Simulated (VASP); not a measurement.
**BeS (rocksalt): a GW calculation on PBE orbitals in VASP**

INCAR, step 1 (ground state)

```
ENCUT = 500
NELM = 120
ISMEAR = 0
LASPH = .TRUE.
LREAL = .FALSE.
SIGMA = 0.01
LWAVE = .TRUE.
GGA = PE
LCHARG = .FALSE.
EDIFF = 1E-7
PREC = Accurate
```

INCAR, step 2 (empty bands)

```
NBANDS = 79
ISMEAR = 0
LREAL = .FALSE.
NELM = 1
ENCUT = 500
ISTART = 1
LOPTICS = .TRUE.
EDIFF = 1E-7
ALGO = Exact
SIGMA = 0.01
PREC = Accurate
LASPH = .TRUE.
GGA = PE
LCHARG = .FALSE.
LWAVE = .TRUE.
```

INCAR, step 3 (GW)

```
LASPH = .TRUE.
NBANDS = 79
PRECFOCK = Fast
ENCUTGWSOFT = 120
LREAL = .FALSE.
ISTART = 1
LWAVE = .FALSE.
ISMEAR = 0
LCHARG = .FALSE.
ENCUTGW = 120
ALGO = EVGW0
NBANDSGW = 13
ENCUT = 500
NELM = 120
NELMGW = 1
SIGMA = 0.01
NOMEGA = 64
PREC = Accurate
EDIFF = 1E-7
GGA = PE
```

KPOINTS

```
KPOINTS created by Atomic Simulation Environment
0
Gamma
6 6 6
0 0 0
```

POSCAR

```
Be S
 1.0000000000000000
     0.0000000000000000    2.3172972018655114    2.3172972018655114
     2.3172972018655114   -0.0000000000000000    2.3172972018655114
     2.3172972018655114    2.3172972018655114   -0.0000000000000000
 Be  S
   1   1
Cartesian
  0.0000000000000000  0.0000000000000000  0.0000000000000000
  2.3172972018655109  2.3172972018655109  2.3172972018655109
```

VASP ran with the GW set of PAW datasets (10 valence electrons in the cell).

From OUTCAR

```
k-points           NKPTS =     16   k-points in BZ     NKDIM =    216   number of bands    NBANDS=     79

   NELECT =      10.0000    total number of electrons

   dimension x,y,z NGX =    24 NGY =   24 NGZ =   24
   dimension x,y,z NGXF=    48 NGYF=   48 NGZF=   48

  energy-cutoff  :      500.00
  volume of cell :       24.89
      direct lattice vectors                 reciprocal lattice vectors
     0.000000000  2.317297202  2.317297202    -0.215768612  0.215768612  0.215768612
     2.317297202  0.000000000  2.317297202     0.215768612 -0.215768612  0.215768612
     2.317297202  2.317297202  0.000000000     0.215768612  0.215768612 -0.215768612

 k-points in reciprocal lattice and weights: KPOINTS created by Atomic Simulation Env
   0.00000000  0.00000000  0.00000000       0.005
   0.16666667  0.00000000  0.00000000       0.037
   0.33333333  0.00000000  0.00000000       0.037
   0.50000000  0.00000000  0.00000000       0.019
   0.16666667  0.16666667  0.00000000       0.028
   0.33333333  0.16666667  0.00000000       0.111
   0.50000000  0.16666667  0.00000000       0.111
  -0.33333333  0.16666667  0.00000000       0.111
   ...

 QP shifts <psi_nk| G(iteration)W_0 |psi_nk>: iteration 1
 for sc-GW calculations column KS-energies equals QP-energies in previous step
 and V_xc(KS)=  KS-energies - (<T + V_ion + V_H > + <T+V_H+V_ion>^1  + <V_x>^1)

 k-point   1 :       0.0000    0.0000    0.0000
  band No.  KS-energies  QP-energies   sigma(KS)   V_xc(KS)     V^pw_x(r,r')   Z            occupation Imag(sigma)

      1     -94.9869    -104.8505     -49.1363     -35.2381     -57.1356       0.7097       2.0000       0.8036
      2      -8.6299      -9.6646     -14.2268     -12.8066     -21.4781       0.7285       2.0000       2.1661
      3       6.1329       5.5374     -14.3410     -13.5746     -16.0224       0.7769       2.0000       0.2598
      4       6.1329       5.5374     -14.3410     -13.5746     -16.0224       0.7769       2.0000       0.2598
      5       6.1329       5.5374     -14.3410     -13.5746     -16.0224       0.7769       2.0000       0.2598
      6      11.8413      12.3600     -11.7311     -12.3940      -6.9127       0.7825       0.0000      -0.4182
      7      15.1791      15.7709     -10.1613     -10.9017      -5.2967       0.7993       0.0000      -0.4455
      8      15.1791      15.7709     -10.1613     -10.9017      -5.2967       0.7993       0.0000      -0.4455
      9      15.1791      15.7709     -10.1613     -10.9017      -5.2967       0.7993       0.0000      -0.4455
     10      15.9969      16.6412     -10.2669     -11.1036      -4.0625       0.7701       0.0000      -0.8052
     11      15.9969      16.6412     -10.2669     -11.1036      -4.0625       0.7701       0.0000      -0.8052
     12      15.9969      16.6412     -10.2669     -11.1036      -4.0625       0.7701       0.0000      -0.8052
     13      18.3537      19.1806     -11.0223     -12.0612      -5.4306       0.7960       0.0000      -0.7711

 k-point   2 :       0.1667    0.0000    0.0000
  band No.  KS-energies  QP-energies   sigma(KS)   V_xc(KS)     V^pw_x(r,r')   Z            occupation Imag(sigma)

      1     -95.0027    -104.8484     -49.1408     -35.2490     -57.1458       0.7087       2.0000       0.8055
      2      -8.2315      -9.2384     -14.2612     -12.8812     -21.4036       0.7296       2.0000       2.0889
      3       4.0182       3.2923     -13.8765     -12.9322     -16.1444       0.7688       2.0000       0.3644
      4       6.0329       5.4363     -14.3000     -13.5330     -15.9655       0.7779       2.0000       0.2597
      5       6.0329       5.4363     -14.3000     -13.5330     -15.9655       0.7779       2.0000       0.2597
      6      12.1265      12.6686     -10.8970     -11.5847      -6.1162       0.7884       0.0000      -0.4097
      7      13.4190      14.0393     -10.4008     -11.1928      -5.2255       0.7833       0.0000      -0.5223
      8      13.4190      14.0393     -10.4008     -11.1928      -5.2255       0.7833       0.0000      -0.5223
      9      15.1579      15.7875     -11.4566     -12.2653      -6.1221       0.7785       0.0000      -0.5650
     10      16.3390      16.9713     -10.2500     -11.0460      -5.0416       0.7943       0.0000      -0.5436
     11      16.3390      16.9713     -10.2500     -11.0460      -5.0416       0.7943       0.0000      -0.5436
     12      16.7615      17.2927      -9.8327     -10.5124      -3.8147       0.7814       0.0000      -0.7922
     13      21.7267      22.5836     -10.9755     -12.0566      -4.4210       0.7927       0.0000      -1.2351

 k-point   3 :       0.3333    0.0000    0.0000
  band No.  KS-energies  QP-energies   sigma(KS)   V_xc(KS)     V^pw_x(r,r')   Z            occupation Imag(sigma)

      1     -94.9951    -104.8525     -49.1349     -35.2438     -57.1363       0.7096       2.0000       0.8044
      2      -7.1834      -8.1115     -14.4238     -13.1536     -21.2865       0.7306       2.0000       1.8927
      3       0.8544      -0.0659     -13.4135     -12.1971     -16.8070       0.7566       2.0000       0.6241
      4       5.9296       5.3285     -14.3376     -13.5651     -15.9889       0.7781       2.0000       0.2584
      5       5.9296       5.3285     -14.3376     -13.5651     -15.9889       0.7781       2.0000       0.2584
      6      11.0177      11.5305     -10.4329     -11.0769      -5.9759       0.7963       0.0000      -0.3512
      7      11.1759      11.7381     -10.2348     -10.9471      -5.6648       0.7893       0.0000      -0.3909
      8      11.1759      11.7381     -10.2348     -10.9471      -5.6648       0.7893       0.0000      -0.3909
      9      16.6101      17.1326     -11.5150     -12.1953      -5.2387       0.7682       0.0000      -0.8902
     10      18.7421      19.3551     -10.2498     -11.0311      -4.2822       0.7847       0.0000      -0.7881
     11      19.0570      19.8002     -10.5686     -11.5116      -4.7644       0.7882       0.0000      -0.7425
     12      19.0570      19.8002     -10.5686     -11.5116      -4.7644       0.7882       0.0000      -0.7425
     13      26.3455      27.1072     -10.1576     -11.1228      -3.1834       0.7892       0.0000      -1.4777

 k-point   4 :       0.5000    0.0000    0.0000
  band No.  KS-energies  QP-energies   sigma(KS)   V_xc(KS)     V^pw_x(r,r')   Z            occupation Imag(sigma)

      1     -95.0194    -104.8185     -49.1363     -35.2602     -57.1468       0.7062       2.0000       0.8074
      2      -6.4004      -7.2512     -14.6553     -13.4900     -21.3363       0.7301       2.0000       1.7541
      3      -0.7333      -1.7639     -13.0835     -11.7183     -17.0065       0.7549       2.0000       0.7971
      4       5.9293       5.3213     -14.4361     -13.6548     -16.1012       0.7781       2.0000       0.2582
      5       5.9293       5.3213     -14.4361     -13.6548     -16.1012       0.7781       2.0000       0.2582
      6      10.3326      10.8735     -10.0894     -10.7738      -5.7213       0.7903       0.0000      -0.3532
      7      10.3326      10.8735     -10.0894     -10.7738      -5.7213       0.7903       0.0000      -0.3532
      8      10.5400      11.0419     -10.4047     -11.0339      -6.0578       0.7977       0.0000      -0.3343
      9      16.7706      17.2236     -11.3059     -11.8957      -4.9930       0.7682       0.0000      -0.9244
     10      21.6168      22.5542     -11.1730     -12.3784      -4.7950       0.7777       0.0000      -0.9330
     11      21.6168      22.5542     -11.1730     -12.3784      -4.7950       0.7777       0.0000      -0.9330
     12      22.2207      22.7958     -10.3526     -11.0851      -3.9501       0.7850       0.0000      -1.0526
     13      22.7934      23.6487     -10.4266     -11.5254      -3.6342       0.7784       0.0000      -1.1893

 ...
```

```json
{
 "PBE gap on the mesh": "1.10 eV",
 "G₀W₀ gap on the mesh": "1.97 eV"
}
```

These GW values are short of the basis and mesh limit.
